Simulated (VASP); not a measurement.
# Se (P3_121) in VASP: notebook

One crystal, Se, is run at these levels: HSE06; tasks: single point.

Everything below comes from runs of VASP 6.6.1. Logs are shortened: lines on timing, memory, paths and dates and some standing lists are left out, and cuts for length are marked.

### 1 The structure

It takes space group P3_121 (No. 152, trigonal). Conventional cell: a = 4.366 Å, b = 4.366 Å, c = 4.954 Å, α = 90.00°, β = 90.00°, γ = 120.00°. Se (site symmetry 2) is surrounded by 2 Se at 2.37 Å.

### 2 Single point, HSE06

Contents of POSCAR:

```
Se
1.0
    4.3662000000      0.0000000000      0.0000000000
   -2.1831000000      3.7812401180      0.0000000000
    0.0000000000      0.0000000000      4.9536000000
Se
3
Direct
    0.7746000000      0.7746000000      0.0000000000
    0.0000000000      0.2254000000      0.6666666667
    0.2254000000      0.0000000000      0.3333333333
```

Contents of INCAR.step1:

```
ALGO = Normal
EDIFF = 1E-5
ENCUT = 460
GGA = PE
ISIF = 2
ISMEAR = 0
LASPH = True
LCHARG = False
LREAL = False
LWAVE = True
NBANDS = 17
NELM = 100
NKRED = 1
PREC = Accurate
SIGMA = 0.01
```

Contents of INCAR.step2:

```
ALGO = Normal
EDIFF = 1E-6
ENCUT = 460
GGA = PE
HFSCREEN = 0.2
ISIF = 2
ISMEAR = 0
ISTART = 1
LASPH = True
LCHARG = False
LHFCALC = True
LREAL = False
LWAVE = False
NBANDS = 17
NELM = 100
NKRED = 1
PREC = Accurate
PRECFOCK = Fast
SIGMA = 0.01
```

Contents of KPOINTS:

```
k-points
0
Gamma
  3 3 3
```

Potentials or basis: VASP PAW PBE potentials, release 64 (Se).

On the command line:

```
$ cat potpaw_PBE.64/Se/POTCAR > POTCAR
$ cp INCAR.step1 INCAR
$ mpirun -np 1 vasp_std > vasp.out
$ cp INCAR.step2 INCAR
$ mpirun -np 1 vasp_std > vasp.out
```

OUTCAR:

```text
EDIFF = 1E-6
   ENCUT = 460
   GGA = PE
   HFSCREEN = 0.2
   ISIF = 2
   ISMEAR = 0
   ISTART = 1
   LASPH = True
   LHFCALC = True
   LREAL = False
   NELM = 100
   NKRED = 1
   PREC = Accurate
   PRECFOCK = Fast

 Found      7 irreducible k-points:

 Following reciprocal coordinates:
            Coordinates               Weight
  0.000000  0.000000  0.000000      1.000000
  0.333333  0.000000  0.000000      6.000000
  0.333333  0.333333  0.000000      2.000000
  0.000000  0.000000  0.333333      2.000000
  0.333333  0.000000  0.333333      6.000000
  0.000000  0.333333  0.333333      6.000000
   k-points           NKPTS =      7   k-points in BZ     NKDIM =     27   number of bands    NBANDS=     17
   number of dos      NEDOS =    301   number of ions     NIONS =      3
   total plane-waves  NPLWV =  36864
   dimension x,y,z NGX =    32 NGY =   32 NGZ =   36
   dimension x,y,z NGXF=    64 NGYF=   64 NGZF=   72
   ions per type =               3
   NGX,Y,Z   is equivalent  to a cutoff of  12.18, 12.18, 12.08 a.u.
   NGXF,Y,Z  is equivalent  to a cutoff of  24.37, 24.37, 24.16 a.u.
 SYSTEM =  unknown system
   PREC   = accura    normal or accurate (medium, high low for compatibility)
   ISTART =      1    job   : 0-new  1-cont  2-samecut
   ICHARG =      0    charge: 1-file 2-atom 10-const
   ISPIN  =      1    spin polarized calculation?
   LNONCOLLINEAR =      F non collinear calculations
   LSORBIT =      F    spin-orbit coupling
   LASPH  =      T    aspherical Exc in radial PAW
   ENCUT  =  460.0 eV  33.81 Ry    5.81 a.u.   7.64  7.64  8.66*2*pi/ulx,y,z
   NELM   =    100;   NELMIN=  2; NELMDL=  0     # of ELM steps
   EDIFF  = 0.1E-05   stopping-criterion for ELM
   LREAL  =      F    real-space projection
   EDIFFG = 0.1E-04   stopping-criterion for IOM
   NSW    =      0    number of steps for IOM
   IBRION =     -1    ionic relax: 0-MD 1-quasi-New 2-CG
   NFREE  =      0    steps in history (QN), initial steepest desc. (CG)
   ISIF   =      2    stress and relaxation
   ISYM   =      3    0-nonsym 1-usesym 2-fastsym
   POTIM  = 0.5000    time-step for ionic-motion
   TEBEG  =    0.0;   TEEND  =   0.0 temperature during run
   PSTRESS=    0.0 pullay stress
   NELECT =      18.0000    total number of electrons
   NUPDOWN=      -1.0000    fix difference up-down
   EMIN   =  10.00;   EMAX   =-10.00  energy-range for DOS
   EFERMI =   0.00;   METHOD = LEGACY
   ISMEAR =     0;   SIGMA  =   0.01  broadening in eV -4-tet -1-fermi 0-gaus
   EFERMI_NEDOS =   21; number of points for ismear=-14 and -15
   IALGO  =     38    algorithm
   IMIX   =      1    mixing-type and parameters
     AMIX     =   0.40;   BMIX     =  1.00
     AMIX_MAG =   1.60;   BMIX_MAG =  1.00
  volume/ion in A,a.u.               =      27.26       183.96
  Fermi-wavevector in a.u.,A,eV,Ry     =   0.988430  1.867862 13.292817  0.976995
  Thomas-Fermi vector in A             =   2.119956
   LORBIT       =      0    0 simple, 1 ext, 2 COOP (PROOUT), +10 PAW based schemes
   GGA     = PE    functional components
   LHFCALC =     T    Hartree Fock is set to
   PRECFOCK=fast      Normal, Fast or Accurate (Low or Medium for compatibility)
   ENCUT4O =  -1.0   cutoff for four orbital integrals eV
   NKREDX  =     1    reduce k-point grid by
   NKREDY  =     1    reduce k-point grid by
   NKREDZ  =     1    reduce k-point grid by
   AEXX    =    0.2500 exact exchange contribution
   HFSCREEN=    0.2000 screening length (either q_TF or 0.3 A-1)
   HFSCREENC=   0.2000 screening length for correlation (either q_TF or 0.3 A-1)
   ENCUTFOCK=  -1.0 apply spherical cutoff to Coloumb kernel
   IVDW    =     0    specifies the selected vdW correction
   LEPSILON=     F    determine dielectric tensor
   LRPA    =     F    only Hartree local field effects (RPA)
 non-spin polarized calculation
 Gauss-broadening in eV      SIGMA  =   0.01
  energy-cutoff  :      460.00
  volume of cell :       81.78
 maximum number of plane-waves:      1847
 NGX is ok and might be reduce to    30
  NGX = 16; NGY = 16; NGZ = 18

 number of electron      18.0000003 magnetization

 Free energy of the ion-electron system (eV)
  ---------------------------------------------------
  ext. energy  EPLUGINS =         0.00000000
  ---------------------------------------------------
  free energy    TOTEN  =       -13.28609661 eV

  energy without entropy =      -13.28609661  energy(sigma->0) =      -13.28609661

 E-fermi :   2.0042     XC(G=0):  -7.3646

 val. band max:        1.8830967792   @ k =   0.0000   0.3333   0.3333
 cond. band min:       4.2382033915   @ k =   0.0000   0.0000   0.3333
 fundamental gap:      2.3551066123
 Fermi energy:         2.0042047964

 k-point     1 :       0.0000    0.0000    0.0000
  band No.  band energies     occupation
      1     -15.1864      2.00000
      2     -10.6051      2.00000
      3     -10.6051      2.00000
      4      -1.9099      2.00000
      5      -1.9099      2.00000
      6      -1.8788      2.00000
[... 9 lines left out ...]
     16      11.5421      0.00000
     17      11.8859      0.00000

 k-point     2 :       0.3333    0.0000    0.0000
  band No.  band energies     occupation
      1     -14.8022      2.00000
      2     -10.9924      2.00000
      3     -10.5654      2.00000
      4      -3.3194      2.00000
      5      -2.7084      2.00000
      6      -1.7722      2.00000
[... 9 lines left out ...]
     16      12.7285      0.00000
     17      12.9566      0.00000

 k-point     3 :       0.3333    0.3333    0.0000
  band No.  band energies     occupation
      1     -14.5712      2.00000
      2     -10.9138      2.00000
      3     -10.9138      2.00000
      4      -3.2277      2.00000
      5      -3.2277      2.00000
      6      -0.9462      2.00000
[... 9 lines left out ...]
     16      13.0027      0.00000
     17      13.0027      0.00000

 k-point     4 :       0.0000    0.0000    0.3333
  band No.  band energies     occupation
      1     -14.6085      2.00000
      2     -12.9640      2.00000
      3      -8.4594      2.00000
      4      -2.8273      2.00000
      5      -1.6175      2.00000
      6      -1.5088      2.00000
[... 9 lines left out ...]
     16      11.2946      0.00000
     17      11.3914      0.00000

 k-point     5 :       0.3333    0.0000    0.3333
  band No.  band energies     occupation
      1     -14.2632      2.00000
      2     -12.7458      2.00000
      3      -9.2698      2.00000
      4      -3.5506      2.00000
      5      -2.8003      2.00000
      6      -1.8484      2.00000
[... 9 lines left out ...]
     16      11.6377      0.00000
     17      12.7513      0.00000

 k-point     6 :       0.0000    0.3333    0.3333
  band No.  band energies     occupation
      1     -14.2560      2.00000
      2     -12.7694      2.00000
      3      -9.2078      2.00000
      4      -3.7829      2.00000
      5      -2.8865      2.00000
      6      -1.8617      2.00000
[... 9 lines left out ...]
     16      12.0409      0.00000
     17      13.9152      0.00000

 [... further k-points ...]

------------------------ aborting loop because EDIFF is reached ----------------------------------------

  FORCE on cell =-STRESS in cart. coord.  units (eV):
  Direction    XX          YY          ZZ          XY          YZ          ZX
  --------------------------------------------------------------------------------------
  -------------------------------------------------------------------------------------
  Total        0.3993293      0.3993293      0.1060916      0.0000000      0.0000000     -0.0000000
  in kB        7.8231738      7.8231738      2.0784170      0.0000000      0.0000000     -0.0000000
  external PRESSURE =       5.9082549 kB  Pullay stress =       0.0000000 kB

 VOLUME and BASIS-vectors are now :
 -----------------------------------------------------------------------------
  energy-cutoff  :      460.00
  volume of cell :       81.78
      direct lattice vectors                 reciprocal lattice vectors
     4.366200000  0.000000000  0.000000000     0.229032110  0.132231751  0.000000000
    -2.183100000  3.781240118  0.000000000     0.000000000  0.264463501  0.000000000
     0.000000000  0.000000000  4.953600000     0.000000000  0.000000000  0.201873385

 POSITION                                       TOTAL-FORCE (eV/Angst)
 -----------------------------------------------------------------------------------
      1.69103      2.92895      0.00000         0.108742      0.188347     -0.000000
     -0.49207      0.85229      3.30240         0.108742     -0.188347     -0.000000
      0.98414      0.00000      1.65120        -0.217484     -0.000000      0.000000
 -----------------------------------------------------------------------------------
    total drift:                               -0.000001      0.000001      0.000000

  FREE ENERGIE OF THE ION-ELECTRON SYSTEM (eV)
  ---------------------------------------------------
  free  energy   TOTEN  =       -13.2860966063 eV

  energy  without entropy=      -13.2860966063  energy(sigma->0) =      -13.28609661
```

Wall time 2.1 min (1 thread of AMD EPYC 7R43 (Zen 3), shared host); peak memory 0.24 GiB.

These settings aren't checked as converged: the numbers below hold their error.

What came out:

```
Free energy            : -13.2861 eV
Pressure               : 0.6 GPa
Largest force          : 0.217 eV/Å
Band gap on the k mesh : 2.36 eV, indirect (least direct gap 2.51 eV)
```

Caveat: the k mesh is coarse (spacing up to 0.55 Å⁻¹), so the values aren't converged, least of all with exact exchange; the PAW data sets were made with another functional, which shifts forces and pressure a little; an odd mesh through Γ misses points on the zone boundary, where band edges often lie.

### 3 Single point, HSE06

POSCAR is that of step 2.

INCAR.step1, as its differences from that of step 2:

```diff
@@ -2,3 +2,3 @@
 EDIFF = 1E-5
-ENCUT = 460
+ENCUT = 400
 GGA = PE
```

INCAR.step2, as its differences from that of step 2:

```diff
@@ -2,3 +2,3 @@
 EDIFF = 1E-6
-ENCUT = 460
+ENCUT = 400
 GGA = PE
```

Contents of KPOINTS:

```
k-points
0
Gamma
  4 4 3
```

Potentials or basis: VASP PAW PBE potentials, release 64 (Se).

On the command line:

```
$ cat potpaw_PBE.64/Se/POTCAR > POTCAR
$ cp INCAR.step1 INCAR
$ mpirun -np 1 vasp_std > vasp.out
$ cp INCAR.step2 INCAR
$ mpirun -np 1 vasp_std > vasp.out
```

Run time: 3.6 min. Hardware: 1 thread of AMD EPYC 7R43 (Zen 3), shared host; peak memory 0.22 GiB.

The run converged, but some of its settings lie outside the range that counts as converged, so its numbers aren't taken as properties of the crystal.

What came out:

```yaml
Free_energy: -13.2918 eV
Pressure: 0.5 GPa
Largest_force: 0.211 eV/Å
Band_gap_on_the_k_mesh: 2.44 eV, indirect (least direct gap 2.82 eV)
```

Caveat: the k mesh is coarse (spacing up to 0.42 Å⁻¹), so the values aren't converged, least of all with exact exchange; the PAW data sets were made with another functional, which shifts forces and pressure a little; an odd mesh through Γ misses points on the zone boundary, where band edges often lie.

### 4 Single point, HSE06

POSCAR is that of step 3.

INCAR.step1 is that of step 3.

INCAR.step2, as its differences from that of step 3:

```diff
@@ -17,3 +17,3 @@
 PREC = Accurate
-PRECFOCK = Fast
+PRECFOCK = Normal
 SIGMA = 0.01
```

KPOINTS is that of step 3.

Potentials or basis: VASP PAW PBE potentials, release 64 (Se).

On the command line:

```
$ cat potpaw_PBE.64/Se/POTCAR > POTCAR
$ cp INCAR.step1 INCAR
$ mpirun -np 1 vasp_std > vasp.out
$ cp INCAR.step2 INCAR
$ mpirun -np 1 vasp_std > vasp.out
```

OUTCAR:

```text
EDIFF = 1E-6
   ENCUT = 400
   GGA = PE
   HFSCREEN = 0.2
   ISIF = 2
   ISMEAR = 0
   ISTART = 1
   LASPH = True
   LHFCALC = True
   LREAL = False
   NELM = 100
   NKRED = 1
   PREC = Accurate
   PRECFOCK = Normal

 Found      9 irreducible k-points:

 Following reciprocal coordinates:
            Coordinates               Weight
  0.000000  0.000000  0.000000      1.000000
  0.250000  0.000000  0.000000      6.000000
[... 208 lines left out ...]
------------------------ aborting loop because EDIFF is reached ----------------------------------------

  FORCE on cell =-STRESS in cart. coord.  units (eV):
  Direction    XX          YY          ZZ          XY          YZ          ZX
  --------------------------------------------------------------------------------------
  -------------------------------------------------------------------------------------
  Total        0.3769854      0.3769854      0.0191961      0.0000000      0.0000000     -0.0000000
  in kB        7.3854380      7.3854380      0.3760674      0.0000000      0.0000000     -0.0000000
  external PRESSURE =       5.0489812 kB  Pullay stress =       0.0000000 kB

 VOLUME and BASIS-vectors are now :
 -----------------------------------------------------------------------------
  energy-cutoff  :      400.00
  volume of cell :       81.78
      direct lattice vectors                 reciprocal lattice vectors
     4.366200000  0.000000000  0.000000000     0.229032110  0.132231751  0.000000000
    -2.183100000  3.781240118  0.000000000     0.000000000  0.264463501  0.000000000
     0.000000000  0.000000000  4.953600000     0.000000000  0.000000000  0.201873385

 POSITION                                       TOTAL-FORCE (eV/Angst)
 -----------------------------------------------------------------------------------
      1.69103      2.92895      0.00000         0.105782      0.183219     -0.000000
     -0.49207      0.85229      3.30240         0.105782     -0.183219     -0.000000
      0.98414      0.00000      1.65120        -0.211564      0.000000      0.000000
 -----------------------------------------------------------------------------------
    total drift:                               -0.000000     -0.000000     -0.000000

  FREE ENERGIE OF THE ION-ELECTRON SYSTEM (eV)
  ---------------------------------------------------
  free  energy   TOTEN  =       -13.2920427664 eV

  energy  without entropy=      -13.2920427664  energy(sigma->0) =      -13.29204277
```

It took 12 min on 1 thread of AMD EPYC 7R43 (Zen 3), shared host; peak memory 0.23 GiB.

These settings aren't checked as converged: the numbers below hold their error.

Results:

```
Free energy            : -13.2920 eV
Pressure               : 0.5 GPa
Largest force          : 0.212 eV/Å
Band gap on the k mesh : 2.44 eV, indirect (least direct gap 2.82 eV)
```

Caveat: the k mesh is coarse (spacing up to 0.42 Å⁻¹), so the values aren't converged, least of all with exact exchange; the PAW data sets were made with another functional, which shifts forces and pressure a little; an odd mesh through Γ misses points on the zone boundary, where band edges often lie.

### 5 Single point, HSE06

POSCAR is that of step 4.

INCAR.step1, as its differences from that of step 4:

```diff
@@ -2,3 +2,3 @@
 EDIFF = 1E-5
-ENCUT = 400
+ENCUT = 280
 GGA = PE
```

INCAR.step2, as its differences from that of step 4:

```diff
@@ -2,3 +2,3 @@
 EDIFF = 1E-6
-ENCUT = 400
+ENCUT = 280
 GGA = PE
@@ -17,3 +17,3 @@
 PREC = Accurate
-PRECFOCK = Normal
+PRECFOCK = Fast
 SIGMA = 0.01
```

Contents of KPOINTS:

```
k-points
0
Gamma
  5 5 4
```

Potentials or basis: VASP PAW PBE potentials, release 64 (Se).

On the command line:

```
$ cat potpaw_PBE.64/Se/POTCAR > POTCAR
$ cp INCAR.step1 INCAR
$ mpirun -np 1 vasp_std > vasp.out
$ cp INCAR.step2 INCAR
$ mpirun -np 1 vasp_std > vasp.out
```

OUTCAR:

```text
EDIFF = 1E-6
   ENCUT = 280
   GGA = PE
   HFSCREEN = 0.2
   ISIF = 2
   ISMEAR = 0
   ISTART = 1
   LASPH = True
   LHFCALC = True
   LREAL = False
   NELM = 100
   NKRED = 1
   PREC = Accurate
   PRECFOCK = Fast

 Found     17 irreducible k-points:

 Following reciprocal coordinates:
            Coordinates               Weight
  0.000000  0.000000  0.000000      1.000000
  0.200000 -0.000000  0.000000      6.000000
  0.400000 -0.000000  0.000000      6.000000
  0.200000  0.200000  0.000000      6.000000
  0.400000  0.200000  0.000000      6.000000
  0.000000  0.000000  0.250000      2.000000
   k-points           NKPTS =     17   k-points in BZ     NKDIM =    100   number of bands    NBANDS=     17
   number of dos      NEDOS =    301   number of ions     NIONS =      3
   total plane-waves  NPLWV =  16128
   dimension x,y,z NGX =    24 NGY =   24 NGZ =   28
   dimension x,y,z NGXF=    48 NGYF=   48 NGZF=   56
   ions per type =               3
   NGX,Y,Z   is equivalent  to a cutoff of   9.14,  9.14,  9.40 a.u.
   NGXF,Y,Z  is equivalent  to a cutoff of  18.28, 18.28, 18.79 a.u.
 SYSTEM =  unknown system
   PREC   = accura    normal or accurate (medium, high low for compatibility)
[... 66 lines left out ...]
 E-fermi :   2.1854     XC(G=0):  -7.3659

 val. band max:        2.1260242925   @ k =   0.4000   0.2000   0.5000
 cond. band min:       4.1470692210   @ k =   0.0000   0.0000   0.5000
 fundamental gap:      2.0210449285
 Fermi energy:         2.1854170985

 k-point     1 :       0.0000    0.0000    0.0000
  band No.  band energies     occupation
      1     -15.1872      2.00000
      2     -10.6065      2.00000
      3     -10.6065      2.00000
      4      -1.9086      2.00000
      5      -1.9086      2.00000
      6      -1.8835      2.00000
[... 97 lines left out ...]
      4      -2.5908      2.00000
      5      -1.7195      2.00000
      6      -1.5756      2.00000
[... 9 lines left out ...]
     16      10.6292      0.00000
     17      11.6497      0.00000

 [... further k-points ...]

------------------------ aborting loop because EDIFF is reached ----------------------------------------

  FORCE on cell =-STRESS in cart. coord.  units (eV):
  Direction    XX          YY          ZZ          XY          YZ          ZX
  --------------------------------------------------------------------------------------
  -------------------------------------------------------------------------------------
  Total        0.3610420      0.3610420      0.0792310      0.0000000      0.0000000      0.0000000
  in kB        7.0730957      7.0730957      1.5521972      0.0000000      0.0000000      0.0000000
  external PRESSURE =       5.2327962 kB  Pullay stress =       0.0000000 kB

 VOLUME and BASIS-vectors are now :
 -----------------------------------------------------------------------------
  energy-cutoff  :      280.00
  volume of cell :       81.78
      direct lattice vectors                 reciprocal lattice vectors
     4.366200000  0.000000000  0.000000000     0.229032110  0.132231751  0.000000000
    -2.183100000  3.781240118  0.000000000     0.000000000  0.264463501  0.000000000
     0.000000000  0.000000000  4.953600000     0.000000000  0.000000000  0.201873385

 POSITION                                       TOTAL-FORCE (eV/Angst)
 -----------------------------------------------------------------------------------
      1.69103      2.92895      0.00000         0.092644      0.160465     -0.000000
     -0.49207      0.85229      3.30240         0.092644     -0.160465     -0.000000
      0.98414      0.00000      1.65120        -0.185289     -0.000000      0.000000
 -----------------------------------------------------------------------------------
    total drift:                                0.000001     -0.000001      0.000001

  FREE ENERGIE OF THE ION-ELECTRON SYSTEM (eV)
  ---------------------------------------------------
  free  energy   TOTEN  =       -13.2824553932 eV

  energy  without entropy=      -13.2824553932  energy(sigma->0) =      -13.28245539
```

Run time: 9.5 min. Hardware: 1 thread of AMD EPYC 7R43 (Zen 3), shared host; peak memory 0.21 GiB.

The run converged, but some of its settings lie outside the range that counts as converged, so its numbers aren't taken as properties of the crystal.

Results:

```yaml
Free_energy: -13.2825 eV
Pressure: 0.5 GPa
Largest_force: 0.185 eV/Å
Band_gap_on_the_k_mesh: 2.02 eV, indirect (least direct gap 2.12 eV)
```

Caveat: the PAW data sets were made with another functional, which shifts forces and pressure a little; an odd mesh through Γ misses points on the zone boundary, where band edges often lie.

[end of part 1 of 2]
